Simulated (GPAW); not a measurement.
Wanted: an ASE script for a GPAW 26.7.0 run.

* Task: equation of state
* Functional: TPSS
* Dispersion: D3
* Potentials or basis: GPAW PAW data sets (gpaw-data 1.2.1)
* Cutoff: 800 eV
* Basis: pw
* k mesh: 10 × 10 × 10
* Occupations: fermi-dirac, width 0.05 eV
* Spin: no spin polarisation
* Eigensolver: davidson
* Maxiter: 150
* Eos scales: [0.94, 0.96, 0.98, 1.0, 1.02, 1.04, 1.06]

The structure of AlN lies in AlN.cif:

```cif
data_AlN
_cell_length_a 3.08863331
_cell_length_b 3.08863331
_cell_length_c 3.08863331
_cell_angle_alpha 60.00000000
_cell_angle_beta 60.00000000
_cell_angle_gamma 60.00000000
_space_group_name_H-M_alt 'P1'
_space_group_name_Hall 'P 1'
_space_group_IT_number 1
loop_
_space_group_symop_operation_xyz
'x,y,z'
loop_
_atom_site_label
_atom_site_type_symbol
_atom_site_symmetry_multiplicity
_atom_site_Wyckoff_symbol
_atom_site_fract_x
_atom_site_fract_y
_atom_site_fract_z
_atom_site_occupancy
Al1 Al 1 a 0.0000000000 0.0000000000 0.0000000000 1
N1 N 1 a 0.2500000000 0.2500000000 0.2500000000 1
```

Measurements of this composition are mostly on another form, of space group No. 186.

These files were run (other wordings do the same):

run.py

```python
from ase.calculators.mixing import SumCalculator
from ase.eos import EquationOfState
from ase.io import Trajectory, read
from ase.units import GPa
from dftd3.ase import DFTD3
from gpaw import GPAW, PW

atoms = read('AlN.cif')

traj = Trajectory('eos.traj', 'w')
volumes, energies = [], []
for x in [0.94, 0.96, 0.98, 1.0, 1.02, 1.04, 1.06]:
    a = atoms.copy()
    a.set_cell(atoms.cell * x**(1 / 3), scale_atoms=True)
    calc = GPAW(mode=PW(800),
                xc='MGGA_X_TPSS+MGGA_C_TPSS',
                kpts={'size': (10, 10, 10), 'gamma': True},
                occupations={'name': 'fermi-dirac', 'width': 0.05},
                nbands=11,
                convergence={'density': 1e-05, 'energy': 1e-05},
                eigensolver='davidson',
                maxiter=150,
                txt=f'eos-{x:.2f}.txt')
    a.calc = SumCalculator([calc, DFTD3(method='tpss', damping='d3zero')])
    energies.append(a.get_potential_energy())
    volumes.append(a.get_volume())
    p = -a.get_stress()[:3].mean() / GPa
    calc.write(f'eos-{x:.2f}.gpw')
    traj.write(a)
    print(f'{x:.2f} {volumes[-1]:10.4f} A^3 {energies[-1]:14.6f} eV {p:9.3f} GPa', flush=True)

v0, e0, B = EquationOfState(volumes, energies, eos='birchmurnaghan').fit()
print(f'V0 = {v0:.4f} A^3, E0 = {e0:.6f} eV, B0 = {B / GPa:.2f} GPa')
```

Potentials or basis: GPAW PAW data sets (gpaw-data 1.2.1), pw.

Launch:

```sh
$ OMP_NUM_THREADS=1 python run.py
```

It gave:

* Equilibrium volume: 10.48 Å³/atom (rough: see the caveat)
* Bulk modulus: 207 GPa (rough)

Caveat: the points scatter about the fit; the PAW data sets were made with another functional, which shifts forces and pressure a little.

It took 5.6 min on 1 thread of Arm Neoverse V2, on a shared host, peak memory 0.51 GiB.
